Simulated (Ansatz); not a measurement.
# Si: a trial structure relaxed, part 2 of 2

Where does this trial cell of Si go when cell and atoms are let free?

Ansatz 0.2.0; DFT PBE, scalar-relativistic, plane waves, PAW. Earlier steps stand in the parts before.

## Step 4: Full relaxation

The end of the coarse run is made exact in the group found at a tolerance of 0.06 Å and reduced to its primitive cell.

Contents of input.yaml:

```yaml
crystal:
  lattice:
    - [2.8890338967, -2.3468118226, 0.0]
    - [2.8890338967, 2.3468118226, 0.0]
    - [-2.053618759, 0.0, 4.9192378139]
  atoms:
    - { symbol: Si, position: [0.9963273816, 0.9963273816, 0.2222523041] }
    - { symbol: Si, position: [0.0036726184, 0.0036726184, 0.7777476959] }
    - { symbol: Si, position: [0.3707973446, 0.3707973446, 0.6646035531] }
    - { symbol: Si, position: [0.6292026554, 0.6292026554, 0.3353964469] }
basis:
  ecutwfc: 420
kpoints:
  mp_grid: { grid: [14, 14, 10] }
hamiltonian:
  xc: pbe
scf:
  occupations: { method: gaussian, width: 0.1 }
output:
  forces: true
  stress: true
  eigenvalues: true
relax:
  adjacent_minimum: "off"
  f_tol: 0.01
  max_steps: 80
  cell: { stress_tol: 0.05 }
```

Launch:

```console
$ ansatz run input.yaml --threads 1 --pin off --max-ram 2560MiB --backend cpu --events-out ev --progress --plain --runs-dir out
```

The log of the run:

```text
Warning: RAYON_NUM_THREADS=1 ignored (pool sized by the plan → 1); use --threads N
Engine: ansatz 0.2.0, aarch64-unknown-linux-gnu
Pseudopotentials: kind: paw
Pseudopotential: Si, paw, valence charge 4, recommended cutoff 420 eV (normal), Si.paw.azcp
Functional definition: PBE
  parameter kappa = 0.804
  parameter beta = 0.06672455060314922
  exchange = pbe_x(kappa = kappa, mu = beta*pi^2/3)
  correlation = pbe_c(beta = beta)
Crystal: 4 atoms, lattice volume = 66.705 Å³
Basis set: ecut = 420 eV, 1301 PW (Γ), exchange–correlation on 50×50×72 points (8 copies of the dense FFT grid, shifted against one another)
Bands: 12, of which v1, the nominal top of the filled ones, is band 8 counted from 1 (7 counted from 0)
Symmetry: 4 space group operations
Space group: C2/m (ITA 12), of the structure as read, at distance tolerance 4.1e-5 Å
k-points: 534 of 1960
Non-local potential: Si, projectors of the file, l = 0: 2, l = 1: 2, l = 2: 2
PAW form: soft (Blöchl's): semilocal exchange-correlation on the pseudo side does not see the compensation charge
PAW one-centre angular grid: Si, 110 points (default); XC on 64 Gauss nodes
Initial density: superposition of atomic densities (neutral atoms: chi_scale 0, normalization atom), corrected by the library's trained network
Initial wavefunctions: pseudopotential atomic-orbital guess
Functional: x = pbe(κ = 0.804, μ = 0.2195149727645171), c = pbe(β = 0.06672455060314922)
SCF iter   1: F=—  HF=-2542.051337 eV  |F-HF|=—  |Δ(HF+E_count)|=         —  Δρ=2.40e-3  dr2=4.54e-3  ethr=1.77e-3  ⟨swp⟩=5.6  Hψ=43390  notcnv=0
preconditioner: auto → Kerker (q_TF=auto, 2.151 Å⁻¹)  [metal: Δε(μ)=0.002 eV  Ē_g=7.833 eV  σ=0.100 eV  W_gap=0.01  n_scr=10 (ndim 8)  ℏωp=18.2 eV  f_vac=0.000  D(μ)=1.34/eV (n_scr^D=6)]
SCF iter   2: F=—  HF=-2542.051369 eV  |F-HF|=—  |Δ(HF+E_count)|=   3.17e-5  Δρ=1.37e-3  dr2=1.38e-3  ethr=2.84e-5  ⟨swp⟩=1.7  Hψ=12843  notcnv=0
SCF iter   3: F=—  HF=-2542.051346 eV  |F-HF|=—  |Δ(HF+E_count)|=   2.27e-5  Δρ=1.66e-4  dr2=1.71e-5  ethr=8.63e-6  ⟨swp⟩=2.6  Hψ=10290  notcnv=0
SCF iter   4: F=—  HF=-2542.051347 eV  |F-HF|=—  |Δ(HF+E_count)|=   5.72e-7  Δρ=3.83e-5  dr2=1.02e-6  ethr=1.07e-7  ⟨swp⟩=2.1  Hψ=10279  notcnv=0
iter 5 did not close the SCF: its close was put off for the readings that it lacked (scf_convergence_deferred on its scf_iter line)
SCF iter   5: F=-2542.051347 eV  HF=-2542.051347 eV  |F-HF|=2.56e-9  |Δ(HF+E_count)|=   3.92e-7  Δρ=8.96e-6  dr2=6.84e-8  ethr=6.39e-9  ⟨swp⟩=2.0  Hψ=10150  notcnv=0
SCF iter   6: F=-2542.051347 eV  HF=-2542.051347 eV  |F-HF|=8.09e-10  |Δ(HF+E_count)|=   1.66e-8  Δρ=1.23e-6  dr2=2.04e-9  ethr=4.27e-10  ⟨swp⟩=2.6  Hψ=25181  notcnv=0
the search or the solves at the SCF's close seem to have found levels that the self-consistency loop had missed (the run counts 1). By its estimate they hold under 1e-12 electrons; where the run keeps them, the occupations were computed again with them
SCF 1 converged in 6 iterations: F = -2542.051347 eV  dr2 = 2.04e-9
relax step   1: F+E_penalty+E_count = -2542.05134734 eV  Δ(F+E_penalty+E_count) = +0.000e0 eV  max|allowed force component| = 5.685e-2 eV/Å  Δτ_max = 0.0000 Å  P = +0.025 GPa  Ω = 66.705 Å³  (6 SCF iters, dr2 threshold 1.00e-7 eV, accepted)
Crystal: 4 atoms, lattice volume = 66.823 Å³
Basis set: ecut = 420 eV, 1297 PW (Γ), exchange–correlation on 50×50×72 points (8 copies of the dense FFT grid, shifted against one another)
Initial density: handed on by an earlier stage of this run
Initial wavefunctions: those handed on with the density
iter 1 solved again at ethr=4.20e-6 eV; its pass at ethr=3.10e-3 eV (dr2=6.72e-4 eV) is discarded
SCF iter   1: F=—  HF=-2542.054749 eV  |F-HF|=—  |Δ(HF+E_count)|=         —  Δρ=8.84e-4  dr2=7.30e-4  ethr=4.20e-6  ⟨swp⟩=2.7  Hψ=48116  notcnv=0
preconditioner: auto → Kerker (q_TF=auto, 2.150 Å⁻¹)  [metal: Δε(μ)=0.002 eV  Ē_g=7.833 eV  σ=0.100 eV  W_gap=0.01  n_scr=10 (ndim 8)  ℏωp=18.2 eV  f_vac=0.000  D(μ)=1.28/eV (n_scr^D=6)]
SCF iter   2: F=—  HF=-2542.054645 eV  |F-HF|=—  |Δ(HF+E_count)|=   1.05e-4  Δρ=5.22e-4  dr2=2.42e-4  ethr=4.20e-6  ⟨swp⟩=1.0  Hψ=6408  notcnv=0
SCF iter   3: F=—  HF=-2542.054590 eV  |F-HF|=—  |Δ(HF+E_count)|=   5.49e-5  Δρ=5.63e-5  dr2=2.36e-6  ethr=1.51e-6  ⟨swp⟩=2.5  Hψ=10321  notcnv=0
SCF iter   4: F=-2542.054590 eV  HF=-2542.054590 eV  |F-HF|=8.13e-9  |Δ(HF+E_count)|=   2.79e-7  Δρ=1.39e-5  dr2=1.20e-7  ethr=2.50e-9  ⟨swp⟩=6.1  Hψ=35473  notcnv=0
SCF 2 converged in 4 iterations: F = -2542.054590 eV  dr2 = 1.20e-7
relax step   2: F+E_penalty+E_count = -2542.05458991 eV  Δ(F+E_penalty+E_count) = -3.243e-3 eV  max|allowed force component| = 4.473e-2 eV/Å  Δτ_max = 0.0103 Å  P = +0.056 GPa  Ω = 66.823 Å³  energy of the carried Pulay correction = -1.670e-5 eV  (4 SCF iters, dr2 threshold 4.00e-7 eV, accepted)
Crystal: 4 atoms, lattice volume = 66.952 Å³
iter 1 solved again at ethr=1.05e-6 eV; its pass at ethr=3.10e-3 eV (dr2=1.69e-4 eV) is discarded
SCF iter   1: F=—  HF=-2542.055215 eV  |F-HF|=—  |Δ(HF+E_count)|=         —  Δρ=5.37e-4  dr2=1.91e-4  ethr=1.05e-6  ⟨swp⟩=2.4  Hψ=47885  notcnv=0
preconditioner: auto → Kerker (q_TF=auto, 2.149 Å⁻¹)  [metal: Δε(μ)=0.003 eV  Ē_g=7.829 eV  σ=0.100 eV  W_gap=0.01  n_scr=10 (ndim 8)  ℏωp=18.2 eV  f_vac=0.000  D(μ)=1.26/eV (n_scr^D=6)]
SCF iter   2: F=—  HF=-2542.055184 eV  |F-HF|=—  |Δ(HF+E_count)|=   3.17e-5  Δρ=3.15e-4  dr2=6.28e-5  ethr=1.05e-6  ⟨swp⟩=1.0  Hψ=6408  notcnv=0
SCF iter   3: F=—  HF=-2542.055173 eV  |F-HF|=—  |Δ(HF+E_count)|=   1.06e-5  Δρ=2.69e-5  dr2=4.45e-7  ethr=3.93e-7  ⟨swp⟩=2.0  Hψ=10271  notcnv=0
SCF iter   4: F=-2542.055173 eV  HF=-2542.055173 eV  |F-HF|=1.48e-9  |Δ(HF+E_count)|=   4.87e-8  Δρ=6.55e-6  dr2=2.42e-8  ethr=2.50e-9  ⟨swp⟩=5.1  Hψ=32798  notcnv=0
SCF 3 converged in 4 iterations: F = -2542.055173 eV  dr2 = 2.42e-8
relax step   3: F+E_penalty+E_count = -2542.05517319 eV  Δ(F+E_penalty+E_count) = -5.833e-4 eV  max|allowed force component| = 1.270e-2 eV/Å  Δτ_max = 0.0088 Å  P = -0.002 GPa  Ω = 66.952 Å³  energy of the carried Pulay correction = -3.488e-5 eV  (4 SCF iters, dr2 threshold 4.00e-7 eV, accepted)
Crystal: 4 atoms, lattice volume = 66.983 Å³
iter 1 solved again at ethr=2.08e-7 eV; its pass at ethr=3.10e-3 eV (dr2=3.33e-5 eV) is discarded
SCF iter   1: F=—  HF=-2542.055324 eV  |F-HF|=—  |Δ(HF+E_count)|=         —  Δρ=2.36e-4  dr2=3.92e-5  ethr=2.08e-7  ⟨swp⟩=2.6  Hψ=46607  notcnv=0
preconditioner: auto → Kerker (q_TF=auto, 2.149 Å⁻¹)  [metal: Δε(μ)=0.001 eV  Ē_g=7.828 eV  σ=0.100 eV  W_gap=0.01  n_scr=10 (ndim 8)  ℏωp=18.1 eV  f_vac=0.000  D(μ)=1.25/eV (n_scr^D=6)]
SCF iter   2: F=—  HF=-2542.055309 eV  |F-HF|=—  |Δ(HF+E_count)|=   1.51e-5  Δρ=1.37e-4  dr2=1.27e-5  ethr=2.08e-7  ⟨swp⟩=1.0  Hψ=6408  notcnv=0
SCF iter   3: F=—  HF=-2542.055305 eV  |F-HF|=—  |Δ(HF+E_count)|=   3.44e-6  Δρ=1.10e-5  dr2=7.14e-8  ethr=7.92e-8  ⟨swp⟩=2.0  Hψ=10667  notcnv=0
SCF iter   4: F=-2542.055305 eV  HF=-2542.055305 eV  |F-HF|=4.87e-11  |Δ(HF+E_count)|=   3.16e-9  Δρ=2.48e-6  dr2=3.51e-9  ethr=4.31e-10  ⟨swp⟩=4.8  Hψ=28223  notcnv=0
SCF 4 converged in 4 iterations: F = -2542.055305 eV  dr2 = 3.51e-9
relax step   4: F+E_penalty+E_count = -2542.05530537 eV  Δ(F+E_penalty+E_count) = -1.322e-4 eV  max|allowed force component| = 1.067e-2 eV/Å  Δτ_max = 0.0025 Å  P = +0.000 GPa  Ω = 66.983 Å³  energy of the carried Pulay correction = -3.927e-5 eV  (4 SCF iters, dr2 threshold 6.90e-8 eV, accepted)
Crystal: 4 atoms, lattice volume = 67.049 Å³
iter 1 solved again at ethr=5.87e-7 eV; its pass at ethr=3.10e-3 eV (dr2=9.39e-5 eV) is discarded
SCF iter   1: F=—  HF=-2542.055430 eV  |F-HF|=—  |Δ(HF+E_count)|=         —  Δρ=3.97e-4  dr2=1.05e-4  ethr=5.87e-7  ⟨swp⟩=2.6  Hψ=46677  notcnv=0
preconditioner: auto → Kerker (q_TF=auto, 2.149 Å⁻¹)  [metal: Δε(μ)=0.009 eV  Ē_g=7.828 eV  σ=0.100 eV  W_gap=0.05  n_scr=10 (ndim 8)  ℏωp=18.1 eV  f_vac=0.000  D(μ)=1.25/eV (n_scr^D=6)]
SCF iter   2: F=—  HF=-2542.055414 eV  |F-HF|=—  |Δ(HF+E_count)|=   1.59e-5  Δρ=2.34e-4  dr2=3.49e-5  ethr=5.87e-7  ⟨swp⟩=1.0  Hψ=6408  notcnv=0
SCF iter   3: F=—  HF=-2542.055398 eV  |F-HF|=—  |Δ(HF+E_count)|=   1.60e-5  Δρ=1.78e-5  dr2=1.91e-7  ethr=2.18e-7  ⟨swp⟩=2.0  Hψ=10597  notcnv=0
SCF iter   4: F=—  HF=-2542.055397 eV  |F-HF|=—  |Δ(HF+E_count)|=   1.27e-6  Δρ=4.27e-6  dr2=1.05e-8  ethr=8.10e-11  ⟨swp⟩=5.9  Hψ=33648  notcnv=0
SCF iter   5: F=-2542.055397 eV  HF=-2542.055397 eV  |F-HF|=4.59e-11  |Δ(HF+E_count)|=   1.60e-9  Δρ=4.93e-7  dr2=1.58e-10  ethr=6.56e-11  ⟨swp⟩=2.0  Hψ=23443  notcnv=0
SCF 5 converged in 5 iterations: F = -2542.055397 eV  dr2 = 1.58e-10
relax step   5: F+E_penalty+E_count = -2542.05539702 eV  Δ(F+E_penalty+E_count) = -9.166e-5 eV  max|allowed force component| = 5.383e-3 eV/Å  Δτ_max = 0.0049 Å  P = -0.003 GPa  Ω = 67.049 Å³  energy of the carried Pulay correction = -4.857e-5 eV  (5 SCF iters, dr2 threshold 1.30e-8 eV, accepted)
Initial wavefunctions: pseudopotential atomic-orbital guess (no wavefunctions were taken with the density)
iter 1 solved again at ethr=8.55e-8 eV; its pass at ethr=3.10e-3 eV (dr2=1.37e-5 eV) is discarded
SCF iter   1: F=—  HF=-2542.055465 eV  |F-HF|=—  |Δ(HF+E_count)|=         —  Δρ=8.95e-6  dr2=4.92e-9  ethr=8.55e-8  ⟨swp⟩=3.0  Hψ=63011  notcnv=0
preconditioner: auto → Kerker (q_TF=auto, 2.149 Å⁻¹)  [metal: Δε(μ)=0.009 eV  Ē_g=7.827 eV  σ=0.100 eV  W_gap=0.05  n_scr=10 (ndim 8)  ℏωp=18.1 eV  f_vac=0.000  D(μ)=1.25/eV (n_scr^D=6)]
SCF iter   2: F=—  HF=-2542.055457 eV  |F-HF|=—  |Δ(HF+E_count)|=   7.92e-6  Δρ=4.86e-6  dr2=1.50e-9  ethr=3.08e-11  ⟨swp⟩=3.4  Hψ=15139  notcnv=0
SCF iter   3: F=—  HF=-2542.055457 eV  |F-HF|=—  |Δ(HF+E_count)|=   2.44e-8  Δρ=1.34e-6  dr2=1.27e-10  ethr=9.35e-12  ⟨swp⟩=2.0  Hψ=10711  notcnv=0
SCF iter   4: F=-2542.055457 eV  HF=-2542.055457 eV  |F-HF|=1.36e-12  |Δ(HF+E_count)|=   1.95e-9  Δρ=8.30e-8  dr2=3.79e-12  ethr=1.00e-12  ⟨swp⟩=5.1  Hψ=28605  notcnv=0
SCF 6 converged in 4 iterations: F = -2542.055457 eV  dr2 = 3.79e-12
relax step   6: F+E_penalty+E_count = -2542.05545731 eV  Δ(F+E_penalty+E_count) = -6.029e-5 eV  max|allowed force component| = 5.369e-3 eV/Å  Δτ_max = 0.0000 Å  P = -0.001 GPa  Ω = 67.049 Å³  stress off target by 4.27e-2 GPa  SCF on the basis re-selected at this cell (its energy is not comparable with the rows above)  (4 SCF iters)
basis re-selected at this cell: Δ(F+E_penalty+E_count) = -6.029e-5 eV, ΔP = +0.002 GPa vs the last step (what re-selecting the basis moved, of the pressure what is left beyond the Pulay correction that the steps carried, after the strain that the cell walked since its last selection, with what the two solves' SCF thresholds leave and, on support functions, any second-order correction that the steps lacked; it is no measure of the basis error at this ecutwfc). This SCF's stress stands 4.27e-2 GPa from its target on what of the cell is left free (relax.cell.stress_tol is 5.00e-2 GPa) and its largest allowed force component is 5.37e-3 eV/Å (relax.f_tol is 1.00e-2 eV/Å): within both
SCF converged after 4 iterations
Free energy (F): -2542.055457 eV
Harris-Foulkes:  -2542.055457 eV  (|F-HF|=1.36e-12)
Internal energy: -2542.049219 eV  (E = F + TS)
E sigma→0 (E₀):  -2542.052338 eV
Entropy (-TS):   -0.006238 eV (-1.560 meV/atom)
Fermi energy:    8.507025 eV
--- Per-component energies (eV) ---
  E_band       = 49.527248
  E_kinetic    = 161.917449
  E_local      = -48.017383  (includes V_loc(G=0)·N_el)
  E_nonlocal   = 102.423635
  E_hartree    = 15.288166
  E_xc         = -221.879540
  E_vxc        = -188.534421  (∫ρ·V_xc dr)
  E_paw        = -2049.951340  (= ΣΔE_a)
  E_vpaw       = -8.838391  (= ΣTr[D̂ρ^β])
  E_aug_tail   = 0.000026  (compensation charges beyond the density's cutoff)
  E_ewald      = -501.830232
  E_smearing   = -0.006238  (= −TS)
  E_closure    = 0.000000  (closes the sum)
  Σ components = -2542.055457   (vs F -2542.055457, Δ=0.00e0)
--- Forces (eV/Å), atoms counted from 1 ---
  atom   1  Si    -0.00462207     0.00000000     0.00144459
  atom   2  Si     0.00462207     0.00000000    -0.00144459
  atom   3  Si    -0.00387783     0.00000000     0.00536933
  atom   4  Si     0.00387783     0.00000000    -0.00536933
  max |Σ_I F_I| component: 0.00e0 eV/Å
--- Stress (GPa, compression-positive) ---
        0.006854       0.000000       0.020369
        0.000000      -0.040281       0.000000
        0.020369       0.000000       0.031157
  P = ⅓ Tr σ = -0.0008 GPa (-0.008 kbar)
--- Band table (eV; the first three rows and the last of 534) ---
  k-point 0: bands = ["-4.8437", "0.5542", "1.9284", "5.3585", "5.8866", "5.9450", "5.9983", "7.2181", "8.9961", "10.4660", "10.8875", "12.0586"]
  k-point 1: bands = ["-4.7932", "0.0072", "2.5515", "5.3107", "5.6333", "6.0474", "6.2174", "7.2011", "9.1891", "10.2382", "11.2575", "11.8877"]
  k-point 2: bands = ["-4.6459", "-0.8261", "3.5621", "5.2955", "5.3989", "6.0538", "6.4936", "7.3156", "9.6242", "10.0754", "11.5874", "11.7965"]
  k-point 533: bands = ["-1.3081", "-0.0710", "2.0528", "2.0859", "2.9355", "4.1289", "4.4724", "5.4369", "6.9931", "8.6433", "13.9782", "14.7515"]
--- Relaxed structure (5 steps of the walk, 5 accepted, 1 SCFs on fresh bases) ---
  F+E_penalty+E_count = -2542.05545731 eV   max|allowed force component| = 5.369e-3 eV/Å   (the final SCF, on the basis selected at the relaxed cell)
  cell:  # Å, volume = 67.0491 Å³
    - [2.900460853632322, -2.3582999218392002, 0.023323652367825173]
    - [2.900460853632322, 2.3582999218392002, 0.023323652367825173]
    - [-2.022027582560079, 3.736386804557725e-31, 4.884881217323722]
  atoms:
    - { symbol: Si, position: [0.9999670048325356, 0.9999670048325356, 0.22492320387071] }
    - { symbol: Si, position: [3.2995167464355823e-5, 3.2995167464355823e-5, 0.77507679612929] }
    - { symbol: Si, position: [0.36845265849012676, 0.36845265849012676, 0.6631903831610436] }
    - { symbol: Si, position: [0.6315473415098734, 0.6315473415098734, 0.33680961683895655] }
```

Wall time 2.1 min (1 thread of Arm Neoverse V2, shared host); peak memory 0.67 GiB.

Relaxation path:

```
step  E - E(step 1) (eV/cell)  largest force component (eV/Å)  pressure (GPa)  volume (Å³)
   1                   0.0000                          0.0568            0.03        66.71
   2                  -0.0032                          0.0447            0.06        66.82
   3                  -0.0038                          0.0127            0.00        66.95
   4                  -0.0040                          0.0107            0.00        66.98
   5                  -0.0041                          0.0054            0.00        67.05
   6                  -0.0041                          0.0054            0.00        67.05
```

Step 1 is the start. Step 6 repeats the geometry before it on a plane-wave basis chosen anew for that cell, so its energy need not be comparable with the rows above.

Lengths and angles in the start's conventional setting:

|  | before | after | change |
| --- | --- | --- | --- |
| a (Å) | 5.778 | 5.801 | +0.4 % |
| b (Å) | 4.694 | 4.717 | +0.5 % |
| c (Å) | 5.331 | 5.287 | -0.8 % |
| β (°) | 112.66 | 112.03 | -0.6 % |
| volume (Å³/atom) | 16.68 | 16.76 | +0.5 % |
| shortest distance (Å) | 2.386 | 2.378 | -0.3 % |
| space group (0.01 Å) | C2/m | C2/m | same |

The run keeps the 4 symmetry operations of the start, so it could not have lowered the symmetry.

## Step 5: Results

The summary covers parts 1 to 2. Changes of volume or cell count from the first structure of part 1.

```
                              quantity                                                                       value
symmetry at the end (tolerance 0.05 Å)                                                   space group C2/m (No. 12)
                     conventional cell  a = 5.801 Å, b = 4.717 Å, c = 5.287 Å, α = 90.00°, β = 112.03°, γ = 90.00°
                                volume                                                               16.76 Å³/atom
        energy over the standard state                                                               +0.30 eV/atom
                       gap on the mesh                                                                none (metal)
```

**Reading.** The symmetry goes from space group C2 (No. 5) to space group C2/m (No. 12), and the volume per atom grows by 0.6 % from the first guess. It lies above the element's standard state, so it is metastable at best. No finished test with a distortion of lower symmetry is shown, so the end may be a saddle point.
